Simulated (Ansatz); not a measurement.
# zincblende-structured SrO

Level of theory: DFT, r²SCAN, scalar-relativistic, no spin polarisation; plane waves to 500 eV with PAW datasets (Ansatz 0.2.0), 8×8×8 k-mesh, Gaussian smearing of 0.05 eV; PAW files: Ansatz's generated set soft_2.

```
CELL_PARAMETERS angstrom
0.00000 2.79217 2.79217
2.79217 0.00000 2.79217
2.79217 2.79217 0.00000
ATOMIC_POSITIONS crystal
Sr 0.00000 0.00000 0.00000
O 0.25000 0.25000 0.25000
```

This is a trial structure; measured cells of the compound in the Crystallography Open Database are in space group Fm-3m (rock salt).

The cell above was scaled in volume, its shape and atoms being fixed by the lattice's symmetry. Energies are counted from the cell above.

```tsv
V (Å³/atom)	ΔE (meV/atom)	P from the stress (GPa)
20.898	7.62	2.91
21.333	1.84	1.38
21.768	0.00	0.00
22.204	1.73	-1.25
22.639	6.67	-2.37
23.292	19.44	-3.86
```

Task: Do the energies and the pressures agree? Compare −ΔE/ΔV between neighbouring points (1 meV/Å³ = 0.1602 GPa) with the mean of their pressures.

Result: 
```csv
interval (Å³/atom),−ΔE/ΔV (GPa),mean P (GPa)
20.90 to 21.33,2.1,2.1
21.33 to 21.77,0.7,0.7
21.77 to 22.20,-0.6,-0.6
22.20 to 22.64,-1.8,-1.8
22.64 to 23.29,-3.1,-3.1
```
They differ by 0.02 GPa at most.

Task: What do the two routes give for V0, B0 and B0′?

Result: A third-order Birch–Murnaghan fit of the energies: V0 = 21.77 Å³/atom, B0 = 65 GPa, B0′ = 4.1. A polynomial of P in ln V, with B = −dP/d ln V at P = 0: V0 = 21.77 Å³/atom, B0 = 66 GPa, B0′ = 4.1.

B0·V0 = 65.5 GPa × 21.77 Å³ = 8.90 eV/atom sets the scale: near the minimum ΔE ≈ ½ B0 V0 x², with x = V/V0 − 1, and a pressure of 0.7 GPa squeezes the volume by about 1 %. At the ends of the curve: x = −4.0 % predicts 7.1 meV/atom and the run gives 7.6; x = +7.0 % predicts 21.8 meV/atom and the run gives 19.4. The curve is steeper than the parabola on the compressed side and flatter on the expanded side: the bulk modulus rises with pressure.

